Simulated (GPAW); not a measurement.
## CdSe: energy against volume and a worked fit

```yaml
crystal:
  lattice:
    - [4.34202, 0.00000, 0.00000]
    - [2.17101, 3.76030, 0.00000]
    - [2.17101, 1.25343, 3.54524]
  atoms:
    - { symbol: Cd, position: [0.00000, 0.00000, 0.00000] }
    - { symbol: Se, position: [0.25000, 0.25000, 0.25000] }
```

The cell is a database's computed one, not the measured one.

The cell was scaled at fixed shape and fractions and run with GPAW, PAW data sets generated for this functional, cutoff 600 eV; BLYP+D3(BJ), k mesh 6 × 6 × 6 on the cell of 2 atoms, fermi-dirac occupations of 0.05 eV, no spin polarisation, no spin-orbit coupling. Energies are those that the program minimises, any entropy of the smearing included.

| V (Å³/atom) | energy over the lowest row (meV/atom) |
| --- | --- |
| 27.2056 | 9.880 |
| 27.7844 | 2.813 |
| 28.3633 | 0.000 |
| 28.9421 | ? |
| 29.5210 | 5.320 |
| 30.0998 | 12.665 |
| 30.6786 | 22.405 |

Question: Fit the third-order Birch-Murnaghan form, give V0, B0 and B′, and predict the energy left open.

Answer: With y = (V0/V)^(2/3), E = E0 + (9 V0 B0/16) [(y - 1)³ B′ + (y - 1)² (6 - 4y)]. Least squares through the rows shown give V0 = 28.4877 Å³/atom, E0 = -0.077 meV, B0 = 50.15 GPa (1 eV/Å³ = 160.218 GPa) and B′ = 5.43, with a largest miss of 0.053 meV. At V = 28.9421 the form with these constants gives 1.020 meV; the run gave 0.971 meV an atom.
